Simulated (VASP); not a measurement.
# Na (I4/mmm) in VASP: a series of runs, part 4 of 6

VASP 6.6.1. The steps go on from the part before.

## (60) Equation of state, PBE, 36.49 Å³/atom

File INCAR:

```
  PREC = Accurate
  ENCUT = 460
  EDIFF = 1E-6
  ISMEAR = 1
  SIGMA = 0.1
  LREAL = False
  LASPH = False
  NELM = 100
  ALGO = Normal
  ISIF = 2
  LWAVE = False
  LCHARG = False
  GGA = PE
  ADDGRID = False
```

File KPOINTS:

```
regular mesh
0
Gamma
  5 5 5
```

File POSCAR:

```
Na
1.0
   -1.8692161286      1.8692161286      2.6106357002
    1.8692161286     -1.8692161286      2.6106357002
    1.8692161286      1.8692161286     -2.6106357002
Na
1
Direct
    0.0000000000      0.0000000000      0.0000000000
```

Potentials or basis: VASP PAW PBE potentials, release 64 (Na_pv).

Started as:

```bash
$ cat potpaw_PBE.64/Na_pv/POTCAR > POTCAR
$ mpirun -np 1 vasp_std > vasp.out
```

Wall time 2 s (1 thread of AMD EPYC 9R45 (Zen 5), shared host); peak memory 0.11 GiB.

These settings aren't checked as converged: the numbers below hold their error.

Results:

```
Free energy            : -1.3560 eV
Pressure               : -0.1 GPa
Band gap on the k mesh : none (metal or under the smearing width)
```

Caveat: the k mesh is coarse (spacing up to 0.48 Å⁻¹), so the values aren't converged.

## (61) Equation of state, PBE, 38.74 Å³/atom

INCAR is that of step 60.

KPOINTS is that of step 60.

File POSCAR:

```
Na
1.0
   -1.9069882473      1.9069882473      2.6633900286
    1.9069882473     -1.9069882473      2.6633900286
    1.9069882473      1.9069882473     -2.6633900286
Na
1
Direct
    0.0000000000      0.0000000000      0.0000000000
```

Started as:

```bash
$ cat potpaw_PBE.64/Na_pv/POTCAR > POTCAR
$ mpirun -np 1 vasp_std > vasp.out
```

Wall time 2 s (1 thread of AMD EPYC 9R45 (Zen 5), shared host); peak memory 0.11 GiB.

The run converged, but some of its settings lie outside the range that counts as converged, so its numbers aren't taken as properties of the crystal.

What came out:

- Free energy: -1.3529 eV
- Pressure: -0.5 GPa
- Band gap on the k mesh: none (metal or under the smearing width)

Caveat: the k mesh is coarse (spacing up to 0.47 Å⁻¹), so the values aren't converged.

## (62) Equation of state, PBE, 36.49 Å³/atom

File INCAR:

```
  PREC = Normal
  ENCUT = 460
  EDIFF = 1E-4
  ISMEAR = 1
  SIGMA = 0.1
  LREAL = Auto
  LASPH = True
  NELM = 100
  ALGO = Normal
  ISIF = 2
  LWAVE = False
  LCHARG = False
  GGA = PE
  ADDGRID = False
```

KPOINTS is that of step 61.

File POSCAR:

```
Na
1.0
   -1.8692161286      1.8692161286      2.6106357002
    1.8692161286     -1.8692161286      2.6106357002
    1.8692161286      1.8692161286     -2.6106357002
Na
1
Direct
    0.0000000000      0.0000000000      0.0000000000
```

Started as:

```bash
$ cat potpaw_PBE.64/Na_pv/POTCAR > POTCAR
$ mpirun -np 1 vasp_std > vasp.out
```

Wall time 1.3 s (1 thread of AMD EPYC 9R45 (Zen 5), shared host); peak memory 0.08 GiB.

The run converged, but some of its settings lie outside the range that counts as converged, so its numbers aren't taken as properties of the crystal.

What came out:

- Free energy: -1.3564 eV
- Pressure: -0.1 GPa
- Band gap on the k mesh: none (metal or under the smearing width)

Caveat: the k mesh is coarse (spacing up to 0.48 Å⁻¹), so the values aren't converged.

## (63) Equation of state, PBE, 38.74 Å³/atom

INCAR is that of step 62.

KPOINTS is that of step 62.

File POSCAR:

```
Na
1.0
   -1.9069882473      1.9069882473      2.6633900286
    1.9069882473     -1.9069882473      2.6633900286
    1.9069882473      1.9069882473     -2.6633900286
Na
1
Direct
    0.0000000000      0.0000000000      0.0000000000
```

Potentials or basis: VASP PAW PBE potentials, release 64 (Na_pv).

Started as:

```bash
$ cat potpaw_PBE.64/Na_pv/POTCAR > POTCAR
$ mpirun -np 1 vasp_std > vasp.out
```

It took 1.3 s on 1 thread of AMD EPYC 9R45 (Zen 5), shared host; peak memory 0.08 GiB.

These settings aren't checked as converged: the numbers below hold their error.

Results:

| Item | Value |
| --- | --- |
| Free energy | -1.3532 eV |
| Pressure | -0.5 GPa |
| Band gap on the k mesh | none (metal or under the smearing width) |

Caveat: the k mesh is coarse (spacing up to 0.47 Å⁻¹), so the values aren't converged.

## (64) Equation of state, PBE, 36.49 Å³/atom

File INCAR:

```
  PREC = Accurate
  ENCUT = 520
  EDIFF = 1E-6
  ISMEAR = 1
  SIGMA = 0.1
  LREAL = False
  LASPH = True
  NELM = 100
  ALGO = Normal
  ISIF = 2
  LWAVE = False
  LCHARG = False
  GGA = PE
  ADDGRID = False
```

KPOINTS is that of step 63.

File POSCAR:

```
Na
1.0
   -1.8692161286      1.8692161286      2.6106357002
    1.8692161286     -1.8692161286      2.6106357002
    1.8692161286      1.8692161286     -2.6106357002
Na
1
Direct
    0.0000000000      0.0000000000      0.0000000000
```

Started as:

```bash
$ cat potpaw_PBE.64/Na_pv/POTCAR > POTCAR
$ mpirun -np 1 vasp_std > vasp.out
```

Run time: 2.1 s. Hardware: 1 thread of AMD EPYC 9R45 (Zen 5), shared host; peak memory 0.11 GiB.

The run converged, but some of its settings lie outside the range that counts as converged, so its numbers aren't taken as properties of the crystal.

What came out:

```
Free energy            : -1.3560 eV
Pressure               : 0.0 GPa
Band gap on the k mesh : none (metal or under the smearing width)
```

Caveat: the k mesh is coarse (spacing up to 0.48 Å⁻¹), so the values aren't converged.

## (65) Equation of state, PBE, 38.74 Å³/atom

INCAR is that of step 64.

KPOINTS is that of step 64.

File POSCAR:

```
Na
1.0
   -1.9069882473      1.9069882473      2.6633900286
    1.9069882473     -1.9069882473      2.6633900286
    1.9069882473      1.9069882473     -2.6633900286
Na
1
Direct
    0.0000000000      0.0000000000      0.0000000000
```

Started as:

```bash
$ cat potpaw_PBE.64/Na_pv/POTCAR > POTCAR
$ mpirun -np 1 vasp_std > vasp.out
```

Run time: 2.1 s. Hardware: 1 thread of AMD EPYC 9R45 (Zen 5), shared host; peak memory 0.11 GiB.

The run converged, but some of its settings lie outside the range that counts as converged, so its numbers aren't taken as properties of the crystal.

What came out:

```yaml
Free_energy: -1.3530 eV
Pressure: -0.4 GPa
Band_gap_on_the_k_mesh: none (metal or under the smearing width)
```

Caveat: the k mesh is coarse (spacing up to 0.47 Å⁻¹), so the values aren't converged.

## (66) Equation of state, PBE, 36.49 Å³/atom

Changes to INCAR since step 65:

```diff
@@ -1,3 +1,3 @@
   PREC = Accurate
-  ENCUT = 520
+  ENCUT = 650
   EDIFF = 1E-6
```

KPOINTS is that of step 65.

File POSCAR:

```
Na
1.0
   -1.8692161286      1.8692161286      2.6106357002
    1.8692161286     -1.8692161286      2.6106357002
    1.8692161286      1.8692161286     -2.6106357002
Na
1
Direct
    0.0000000000      0.0000000000      0.0000000000
```

Potentials or basis: VASP PAW PBE potentials, release 64 (Na_pv).

Started as:

```bash
$ cat potpaw_PBE.64/Na_pv/POTCAR > POTCAR
$ mpirun -np 1 vasp_std > vasp.out
```

It took 2.7 s on 1 thread of AMD EPYC 9R45 (Zen 5), shared host; peak memory 0.13 GiB.

These settings aren't checked as converged: the numbers below hold their error.

What came out:

| Item | Value |
| --- | --- |
| Free energy | -1.3559 eV |
| Pressure | 0.0 GPa |
| Band gap on the k mesh | none (metal or under the smearing width) |

Caveat: the k mesh is coarse (spacing up to 0.48 Å⁻¹), so the values aren't converged.

## (67) Equation of state, PBE, 38.74 Å³/atom

INCAR is that of step 66.

KPOINTS is that of step 66.

File POSCAR:

```
Na
1.0
   -1.9069882473      1.9069882473      2.6633900286
    1.9069882473     -1.9069882473      2.6633900286
    1.9069882473      1.9069882473     -2.6633900286
Na
1
Direct
    0.0000000000      0.0000000000      0.0000000000
```

Started as:

```bash
$ cat potpaw_PBE.64/Na_pv/POTCAR > POTCAR
$ mpirun -np 1 vasp_std > vasp.out
```

It took 2.7 s on 1 thread of AMD EPYC 9R45 (Zen 5), shared host; peak memory 0.13 GiB.

The run converged, but some of its settings lie outside the range that counts as converged, so its numbers aren't taken as properties of the crystal.

What came out:

* Free energy: -1.3529 eV
* Pressure: -0.4 GPa
* Band gap on the k mesh: none (metal or under the smearing width)

Caveat: the k mesh is coarse (spacing up to 0.47 Å⁻¹), so the values aren't converged.

## (68) Equation of state, PBE, 36.49 Å³/atom

Changes to INCAR since step 67:

```diff
@@ -1,3 +1,3 @@
   PREC = Accurate
-  ENCUT = 650
+  ENCUT = 220
   EDIFF = 1E-6
```

File KPOINTS:

```
regular mesh
0
Gamma
  9 9 9
```

File POSCAR:

```
Na
1.0
   -1.8692161286      1.8692161286      2.6106357002
    1.8692161286     -1.8692161286      2.6106357002
    1.8692161286      1.8692161286     -2.6106357002
Na
1
Direct
    0.0000000000      0.0000000000      0.0000000000
```

Started as:

```bash
$ cat potpaw_PBE.64/Na_pv/POTCAR > POTCAR
$ mpirun -np 1 vasp_std > vasp.out
```

Run time: 2.3 s. Hardware: 1 thread of AMD EPYC 9R45 (Zen 5), shared host; peak memory 0.08 GiB.

The run converged, but a check on its numbers failed (symmetry, net force, bounds or a known fault of this set-up), so they aren't taken as properties of the crystal.

Caveat: the cutoff lies under the usual one of these potentials, so the numbers hold a large basis-set error.

## (69) Equation of state, PBE, 38.74 Å³/atom

INCAR is that of step 68.

KPOINTS is that of step 68.

File POSCAR:

```
Na
1.0
   -1.9069882473      1.9069882473      2.6633900286
    1.9069882473     -1.9069882473      2.6633900286
    1.9069882473      1.9069882473     -2.6633900286
Na
1
Direct
    0.0000000000      0.0000000000      0.0000000000
```

Potentials or basis: VASP PAW PBE potentials, release 64 (Na_pv).

Started as:

```bash
$ cat potpaw_PBE.64/Na_pv/POTCAR > POTCAR
$ mpirun -np 1 vasp_std > vasp.out
```

It took 2.3 s on 1 thread of AMD EPYC 9R45 (Zen 5), shared host; peak memory 0.08 GiB.

The run converged, but a check on its numbers failed (symmetry, net force, bounds or a known fault of this set-up), so they aren't taken as properties of the crystal.

Caveat: the cutoff lies under the usual one of these potentials, so the numbers hold a large basis-set error.

## (70) Equation of state, PBE, 36.49 Å³/atom

INCAR is that of step 69.

File KPOINTS:

```
regular mesh
0
Gamma
  10 10 10
```

File POSCAR:

```
Na
1.0
   -1.8692161286      1.8692161286      2.6106357002
    1.8692161286     -1.8692161286      2.6106357002
    1.8692161286      1.8692161286     -2.6106357002
Na
1
Direct
    0.0000000000      0.0000000000      0.0000000000
```

Started as:

```bash
$ cat potpaw_PBE.64/Na_pv/POTCAR > POTCAR
$ mpirun -np 1 vasp_std > vasp.out
```

Run time: 2.9 s. Hardware: 1 thread of AMD EPYC 9R45 (Zen 5), shared host; peak memory 0.08 GiB.

The run converged, but a check on its numbers failed (symmetry, net force, bounds or a known fault of this set-up), so they aren't taken as properties of the crystal.

Caveat: the cutoff lies under the usual one of these potentials, so the numbers hold a large basis-set error.

## (71) Equation of state, PBE, 38.74 Å³/atom

INCAR is that of step 70.

KPOINTS is that of step 70.

File POSCAR:

```
Na
1.0
   -1.9069882473      1.9069882473      2.6633900286
    1.9069882473     -1.9069882473      2.6633900286
    1.9069882473      1.9069882473     -2.6633900286
Na
1
Direct
    0.0000000000      0.0000000000      0.0000000000
```

Started as:

```bash
$ cat potpaw_PBE.64/Na_pv/POTCAR > POTCAR
$ mpirun -np 1 vasp_std > vasp.out
```

It took 3 s on 1 thread of AMD EPYC 9R45 (Zen 5), shared host; peak memory 0.08 GiB.

The run converged, but a check on its numbers failed (symmetry, net force, bounds or a known fault of this set-up), so they aren't taken as properties of the crystal.

Caveat: the cutoff lies under the usual one of these potentials, so the numbers hold a large basis-set error.

## (72) Equation of state, PBE, 36.49 Å³/atom

Changes to INCAR since step 71:

```diff
@@ -1,3 +1,3 @@
   PREC = Accurate
-  ENCUT = 220
+  ENCUT = 900
   EDIFF = 1E-6
```

File KPOINTS:

```
regular mesh
0
Gamma
  5 5 5
```

File POSCAR:

```
Na
1.0
   -1.8692161286      1.8692161286      2.6106357002
    1.8692161286     -1.8692161286      2.6106357002
    1.8692161286      1.8692161286     -2.6106357002
Na
1
Direct
    0.0000000000      0.0000000000      0.0000000000
```

Potentials or basis: VASP PAW PBE potentials, release 64 (Na_pv).

Started as:

```bash
$ cat potpaw_PBE.64/Na_pv/POTCAR > POTCAR
$ mpirun -np 1 vasp_std > vasp.out
```

It took 4.6 s on 1 thread of AMD EPYC 9R45 (Zen 5), shared host; peak memory 0.16 GiB.

The run converged, but some of its settings lie outside the range that counts as converged, so its numbers aren't taken as properties of the crystal.

What came out:

```yaml
Free_energy: -1.3558 eV
Pressure: 0.0 GPa
Band_gap_on_the_k_mesh: none (metal or under the smearing width)
```

Caveat: the k mesh is coarse (spacing up to 0.48 Å⁻¹), so the values aren't converged.

## (73) Equation of state, PBE, 38.74 Å³/atom

INCAR is that of step 72.

KPOINTS is that of step 72.

File POSCAR:

```
Na
1.0
   -1.9069882473      1.9069882473      2.6633900286
    1.9069882473     -1.9069882473      2.6633900286
    1.9069882473      1.9069882473     -2.6633900286
Na
1
Direct
    0.0000000000      0.0000000000      0.0000000000
```

Started as:

```bash
$ cat potpaw_PBE.64/Na_pv/POTCAR > POTCAR
$ mpirun -np 1 vasp_std > vasp.out
```

Run time: 6 s. Hardware: 1 thread of AMD EPYC 9R45 (Zen 5), shared host; peak memory 0.18 GiB.

These settings aren't checked as converged: the numbers below hold their error.

Results:

```yaml
Free_energy: -1.3528 eV
Pressure: -0.4 GPa
Band_gap_on_the_k_mesh: none (metal or under the smearing width)
```

Caveat: the k mesh is coarse (spacing up to 0.47 Å⁻¹), so the values aren't converged.

## (74) Equation of state, PBE, 36.49 Å³/atom

Changes to INCAR since step 73:

```diff
@@ -1,3 +1,3 @@
   PREC = Accurate
-  ENCUT = 900
+  ENCUT = 280
   EDIFF = 1E-6
```

File KPOINTS:

```
regular mesh
0
Gamma
  9 9 9
```

File POSCAR:

```
Na
1.0
   -1.8692161286      1.8692161286      2.6106357002
    1.8692161286     -1.8692161286      2.6106357002
    1.8692161286      1.8692161286     -2.6106357002
Na
1
Direct
    0.0000000000      0.0000000000      0.0000000000
```

Started as:

```bash
$ cat potpaw_PBE.64/Na_pv/POTCAR > POTCAR
$ mpirun -np 1 vasp_std > vasp.out
```

Run time: 3 s. Hardware: 1 thread of AMD EPYC 9R45 (Zen 5), shared host; peak memory 0.09 GiB.

These settings aren't checked as converged: the numbers below hold their error.

What came out:

```yaml
Free_energy: -1.3074 eV
Band_gap_on_the_k_mesh: none (metal or under the smearing width)
```

Caveat: the cutoff is under 1.25 times the usual one of these potentials, so pressure, stress and relaxed cells hold a basis-set (Pulay) error.

## (75) Equation of state, PBE, 38.74 Å³/atom

INCAR is that of step 74.

KPOINTS is that of step 74.

File POSCAR:

```
Na
1.0
   -1.9069882473      1.9069882473      2.6633900286
    1.9069882473     -1.9069882473      2.6633900286
    1.9069882473      1.9069882473     -2.6633900286
Na
1
Direct
    0.0000000000      0.0000000000      0.0000000000
```

Potentials or basis: VASP PAW PBE potentials, release 64 (Na_pv).

Started as:

```bash
$ cat potpaw_PBE.64/Na_pv/POTCAR > POTCAR
$ mpirun -np 1 vasp_std > vasp.out
```

Run time: 4.3 s. Hardware: 1 thread of AMD EPYC 9R45 (Zen 5), shared host; peak memory 0.1 GiB.

These settings aren't checked as converged: the numbers below hold their error.

What came out:

```
Free energy            : -1.3057 eV
Band gap on the k mesh : none (metal or under the smearing width)
```

Caveat: the cutoff is under 1.25 times the usual one of these potentials, so pressure, stress and relaxed cells hold a basis-set (Pulay) error.

## (76) Equation of state, PBE, 36.49 Å³/atom

Changes to INCAR since step 75:

```diff
@@ -1,3 +1,3 @@
   PREC = Accurate
-  ENCUT = 280
+  ENCUT = 340
   EDIFF = 1E-6
```

KPOINTS is that of step 75.

File POSCAR:

```
Na
1.0
   -1.8692161286      1.8692161286      2.6106357002
    1.8692161286     -1.8692161286      2.6106357002
    1.8692161286      1.8692161286     -2.6106357002
Na
1
Direct
    0.0000000000      0.0000000000      0.0000000000
```

Started as:

```bash
$ cat potpaw_PBE.64/Na_pv/POTCAR > POTCAR
$ mpirun -np 1 vasp_std > vasp.out
```

It took 4.4 s on 1 thread of AMD EPYC 9R45 (Zen 5), shared host; peak memory 0.1 GiB.

The run converged, but some of its settings lie outside the range that counts as converged, so its numbers aren't taken as properties of the crystal.

What came out:

| Quantity | Value |
| --- | --- |
| Free energy | -1.3089 eV |
| Pressure | 0.0 GPa |
| Band gap on the k mesh | none (metal or under the smearing width) |

## (77) Equation of state, PBE, 38.74 Å³/atom

INCAR is that of step 76.

KPOINTS is that of step 76.

File POSCAR:

```
Na
1.0
   -1.9069882473      1.9069882473      2.6633900286
    1.9069882473     -1.9069882473      2.6633900286
    1.9069882473      1.9069882473     -2.6633900286
Na
1
Direct
    0.0000000000      0.0000000000      0.0000000000
```

Started as:

```bash
$ cat potpaw_PBE.64/Na_pv/POTCAR > POTCAR
$ mpirun -np 1 vasp_std > vasp.out
```

It took 4.5 s on 1 thread of AMD EPYC 9R45 (Zen 5), shared host; peak memory 0.1 GiB.

These settings aren't checked as converged: the numbers below hold their error.

What came out:

| Quantity | Value |
| --- | --- |
| Free energy | -1.3075 eV |
| Pressure | -0.4 GPa |
| Band gap on the k mesh | none (metal or under the smearing width) |

## (78) Equation of state, PBE, 36.49 Å³/atom

Changes to INCAR since step 77:

```diff
@@ -1,3 +1,3 @@
   PREC = Accurate
-  ENCUT = 340
+  ENCUT = 280
   EDIFF = 1E-6
```

File KPOINTS:

```
regular mesh
0
Gamma
  10 10 10
```

File POSCAR:

```
Na
1.0
   -1.8692161286      1.8692161286      2.6106357002
    1.8692161286     -1.8692161286      2.6106357002
    1.8692161286      1.8692161286     -2.6106357002
Na
1
Direct
    0.0000000000      0.0000000000      0.0000000000
```

Potentials or basis: VASP PAW PBE potentials, release 64 (Na_pv).

Started as:

```bash
$ cat potpaw_PBE.64/Na_pv/POTCAR > POTCAR
$ mpirun -np 1 vasp_std > vasp.out
```

Wall time 4.2 s (1 thread of AMD EPYC 9R45 (Zen 5), shared host); peak memory 0.09 GiB.

The run converged, but some of its settings lie outside the range that counts as converged, so its numbers aren't taken as properties of the crystal.

What came out:

```yaml
Free_energy: -1.3098 eV
Band_gap_on_the_k_mesh: none (metal or under the smearing width)
```

Caveat: the cutoff is under 1.25 times the usual one of these potentials, so pressure, stress and relaxed cells hold a basis-set (Pulay) error.

## (79) Equation of state, PBE, 38.74 Å³/atom

INCAR is that of step 78.

KPOINTS is that of step 78.

File POSCAR:

```
Na
1.0
   -1.9069882473      1.9069882473      2.6633900286
    1.9069882473     -1.9069882473      2.6633900286
    1.9069882473      1.9069882473     -2.6633900286
Na
1
Direct
    0.0000000000      0.0000000000      0.0000000000
```

Started as:

```bash
$ cat potpaw_PBE.64/Na_pv/POTCAR > POTCAR
$ mpirun -np 1 vasp_std > vasp.out
```

Wall time 5.5 s (1 thread of AMD EPYC 9R45 (Zen 5), shared host); peak memory 0.1 GiB.

These settings aren't checked as converged: the numbers below hold their error.

What came out:

| Property | Result |
| --- | --- |
| Free energy | -1.3080 eV |
| Band gap on the k mesh | none (metal or under the smearing width) |

Caveat: the cutoff is under 1.25 times the usual one of these potentials, so pressure, stress and relaxed cells hold a basis-set (Pulay) error.

## (80) Equation of state, PBE, 36.49 Å³/atom

Changes to INCAR since step 79:

```diff
@@ -1,3 +1,3 @@
   PREC = Accurate
-  ENCUT = 280
+  ENCUT = 340
   EDIFF = 1E-6
```

KPOINTS is that of step 79.

File POSCAR:

```
Na
1.0
   -1.8692161286      1.8692161286      2.6106357002
    1.8692161286     -1.8692161286      2.6106357002
    1.8692161286      1.8692161286     -2.6106357002
Na
1
Direct
    0.0000000000      0.0000000000      0.0000000000
```

Started as:

```bash
$ cat potpaw_PBE.64/Na_pv/POTCAR > POTCAR
$ mpirun -np 1 vasp_std > vasp.out
```

It took 5.6 s on 1 thread of AMD EPYC 9R45 (Zen 5), shared host; peak memory 0.1 GiB.

These settings aren't checked as converged: the numbers below hold their error.

What came out:

```yaml
Free_energy: -1.3113 eV
Pressure: 0.0 GPa
Band_gap_on_the_k_mesh: none (metal or under the smearing width)
```

## (81) Equation of state, PBE, 38.74 Å³/atom

INCAR is that of step 80.

KPOINTS is that of step 80.

File POSCAR:

```
Na
1.0
   -1.9069882473      1.9069882473      2.6633900286
    1.9069882473     -1.9069882473      2.6633900286
    1.9069882473      1.9069882473     -2.6633900286
Na
1
Direct
    0.0000000000      0.0000000000      0.0000000000
```

Potentials or basis: VASP PAW PBE potentials, release 64 (Na_pv).

Started as:

```bash
$ cat potpaw_PBE.64/Na_pv/POTCAR > POTCAR
$ mpirun -np 1 vasp_std > vasp.out
```

Wall time 5.6 s (1 thread of AMD EPYC 9R45 (Zen 5), shared host); peak memory 0.1 GiB.

The run converged, but some of its settings lie outside the range that counts as converged, so its numbers aren't taken as properties of the crystal.

What came out:

```yaml
Free_energy: -1.3098 eV
Pressure: -0.4 GPa
Band_gap_on_the_k_mesh: none (metal or under the smearing width)
```

## (82) Equation of state, PBE, 36.49 Å³/atom

Changes to INCAR since step 81:

```diff
@@ -1,3 +1,3 @@
   PREC = Accurate
-  ENCUT = 340
+  ENCUT = 460
   EDIFF = 1E-6
```

File KPOINTS:

```
regular mesh
0
Gamma
  9 9 9
```

File POSCAR:

```
Na
1.0
   -1.8692161286      1.8692161286      2.6106357002
    1.8692161286     -1.8692161286      2.6106357002
    1.8692161286      1.8692161286     -2.6106357002
Na
1
Direct
    0.0000000000      0.0000000000      0.0000000000
```

Started as:

```bash
$ cat potpaw_PBE.64/Na_pv/POTCAR > POTCAR
$ mpirun -np 1 vasp_std > vasp.out
```

It took 6.7 s on 1 thread of AMD EPYC 9R45 (Zen 5), shared host; peak memory 0.12 GiB.

The run converged, but some of its settings lie outside the range that counts as converged, so its numbers aren't taken as properties of the crystal.

Results:

- Free energy: -1.3081 eV
- Pressure: 0.0 GPa
- Band gap on the k mesh: none (metal or under the smearing width)

(Part 4 of 6 ends here.)
